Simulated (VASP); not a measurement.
Runs of VASP 6.6.1 on AgCl. It takes space group P4mm (No. 99, tetragonal). Conventional cell: a = 3.434 Å, b = 3.434 Å, c = 3.434 Å, α = 90.00°, β = 90.00°, γ = 90.00°. Around Ag (site symmetry 4mm) lie 4 Cl at 2.72 Å. Cl (site symmetry 4mm) is surrounded by 4 Ag at 2.72 Å. Measurements of this composition are mostly on another form, of space group No. 225.

| cell | gap on the mesh (eV) | pressure (GPa) | largest force (eV/Å) |
| --- | --- | --- | --- |
| all Cl atoms moved -0.500 Å, as atom 2 towards its neighbour atom 2 (Cl) at 3.434 Å | 0.29 | -4.4 | (b) |
| all Cl atoms moved +0.188 Å, as atom 2 towards its neighbour atom 2 (Cl) at 3.434 Å | 0.30 | -7.2 | 0.07 |
| all Cl atoms moved +0.062 Å, as atom 2 towards its neighbour atom 2 (Cl) at 3.434 Å | 0.30 | -7.6 | 0.03 |
| all Cl atoms moved +0.375 Å, as atom 2 towards its neighbour atom 2 (Cl) at 3.434 Å | (a) | -5.8 | 0.09 |

Alike in all rows: task single point; level LDA; potentials or basis VASP PAW LDA potentials, release 64 (Ag, Cl); no spin polarisation; k mesh 10 × 10 × 10; cutoff (eV) 520; smearing gaussian 0.03 eV.

Fill in the values left out.

(a) 0.28; (b) 0.08.

A k mesh can miss the band edges, and the runs leave out spin-orbit coupling on Ag.
